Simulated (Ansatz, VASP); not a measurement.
## One calculation of MoH5, two programs

INCAR

```
PREC     = Accurate       # precision mode
ENCUT    = 600            # plane-wave cutoff, eV
EDIFF    = 1E-6           # SCF threshold, eV
ISMEAR   = 0              # smearing method
SIGMA    = 0.1            # smearing width, eV
LREAL    = False          # projectors in reciprocal space
LASPH    = True           # aspherical terms in the spheres
NELM     = 60             # most SCF steps
ALGO     = Normal         # electronic algorithm
ISIF     = 3              # what is computed and relaxed
LWAVE    = False          # write WAVECAR
LCHARG   = False          # write CHGCAR
GGA      = PE             # functional
IBRION   = 2              # ionic algorithm
NSW      = 90             # ionic steps
EDIFFG   = -0.04          # ionic threshold
```

File KPOINTS:

```
Automatic mesh
0
Gamma
  8 8 2
```

POSCAR

```
MoH5
1.0
    2.4224157800      0.0000000000      0.0000000000
    0.0000000000      2.4224157800      0.0000000000
    0.0000000000      0.0000000000     10.2612752500
H Mo
5 1
Direct
    0.5000000000      0.5000000000      0.3344822800
    0.5000000000      0.5000000000      0.6655177200
    0.0000000000      0.0000000000      0.1759868000
    0.0000000000      0.0000000000      0.8240132000
    0.0000000000      0.0000000000      0.5000000000
    0.5000000000      0.5000000000      0.0000000000
```

Input for Ansatz:

```yaml
crystal:
  lattice:
    - [2.42241578, 0.0, 0.0]
    - [0.0, 2.42241578, 0.0]
    - [0.0, 0.0, 10.26127525]
  atoms:
    - { symbol: H, position: [0.5, 0.5, 0.33448228] }
    - { symbol: H, position: [0.5, 0.5, 0.66551772] }
    - { symbol: H, position: [0.0, 0.0, 0.1759868] }
    - { symbol: H, position: [0.0, 0.0, 0.8240132] }
    - { symbol: H, position: [0.0, 0.0, 0.5] }
    - { symbol: Mo, position: [0.5, 0.5, 0.0] }
basis:
  ecutwfc: 420
kpoints:
  mp_grid: { grid: [8, 8, 2] }
hamiltonian:
  xc: pbe
scf:
  occupations: { method: gaussian, width: 0.1 }
  lower_state_search: "off"
output:
  forces: true
  stress: true
  eigenvalues: true
relax:
  adjacent_minimum: "off"
  f_tol: 0.04
  max_steps: 70
  cell: { stress_tol: 0.4 }
```

Change from the starting cell: species swapped into the Hf5Pb type (P4/mmm, No. 123).

Alike in both runs: task relaxation of cell and atoms; functional PBE; k mesh 8 × 8 × 2; occupations gaussian, width 0.1 eV; no spin polarisation.

```csv
,VASP,Ansatz
version,VASP 6.6.1,Ansatz 0.2.0
potentials or method,"VASP PAW PBE potentials, release 64 (H, Mo_sv)","scalar-relativistic, plane waves, PAW"
plane-wave cutoff (eV),600,420
valence electrons in the cell,19,19
```

Ansatz gave:

* gap on the k mesh at the Fermi level, each at its own relaxed structure (eV): none
* relaxed volume (Å³/atom): 5.82
* relaxed cell length with the largest relative difference (Å): 4.628
* energy change over the relaxation (meV/atom): -1101

Problem. Which values does VASP return?

Solution. gap on the k mesh at the Fermi level, each at its own relaxed structure (eV): none; relaxed volume (Å³/atom): 5.82; relaxed cell length with the largest relative difference (Å): 4.635; energy change over the relaxation (meV/atom): -1102.

A gap of «none» marks a metal or a gap that the smearing closes.

Caveats: the volume moved by over 15 % at a fixed basis, so the end points are rough (VASP).
